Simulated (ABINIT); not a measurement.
Crystal: Sn.

```
Sn
1.0
    -2.94014    2.94014    1.59930
     2.94014   -2.94014    1.59930
     2.94014    2.94014   -1.59930
Sn
2
Direct
  0.00000 0.00000 0.00000
  0.75000 0.25000 0.50000
```

Base run:

| Quantity | Value |
| --- | --- |
| Program | ABINIT 10.8.3 (patched build) |
| Functional | r2SCAN |
| Potentials or basis | PseudoDojo NC SR PBE v0.4.1 standard |
| Cutoff | 1170 eV |
| k mesh | 7 × 7 × 7 |
| Occupations | fermi-dirac, width 0.05 eV |
| Spin | no spin polarisation |

Its results: band gap on the k mesh none (metal or under the smearing width); pressure -0.8 GPa.

Task: The run is repeated on the same cell with these changes: potentials or basis from PseudoDojo NC SR PBE v0.4.1 standard to SG15 NC PBE v1.2; cutoff from 1170 eV to 707 eV. What comes out?

Result: Band gap on the k mesh none (metal or under the smearing width); pressure -1.8 GPa.

Caveats: the potentials were made for another functional, which shifts forces and pressure; a meta-GGA on potentials with a model core is unreliable (some runs).
